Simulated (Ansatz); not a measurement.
Method: r²SCAN, scalar-relativistic; no spin polarisation; PAW, 500 eV, 10×10×10 k-mesh, Gaussian smearing of 0.05 eV; code Ansatz; PAW files: Ansatz's generated set soft_2.

The calculation on XS, where X is one element, gave:

```
Space group                                           : P-6m2 (No. 187)
Conventional cell                                     : a = 4.048 Å, b = 4.048 Å, c = 3.784 Å, α = 90.00°, β = 90.00°, γ = 120.00°
Volume                                                : 26.85 Å³/atom
Band gap                                              : zero (metallic)
Density of states at the Fermi level                  : 0.07 states/(eV·atom) (so small a value isn't resolved on this mesh)
Bader charges                                         : X 1.03; S -1.03 e
Formation energy from the elements (0 K, uncorrected) : -0.53 eV/atom
Bulk modulus (Birch–Murnaghan)                        : 53 GPa
```

Sites: X on 1a, S on 1f.

Task: Which element is X?
A. Hg
B. Bi
C. Pb
D. Tl

Result: C. X is Pb, so the compound is PbS.

The start was a prototype's sites filled with these elements. The Crystallography Open Database lists the compound in space groups C2/m, Fm-3m (rock salt), so this is a trial structure.

No spin–orbit coupling, a notable omission for heavy elements.
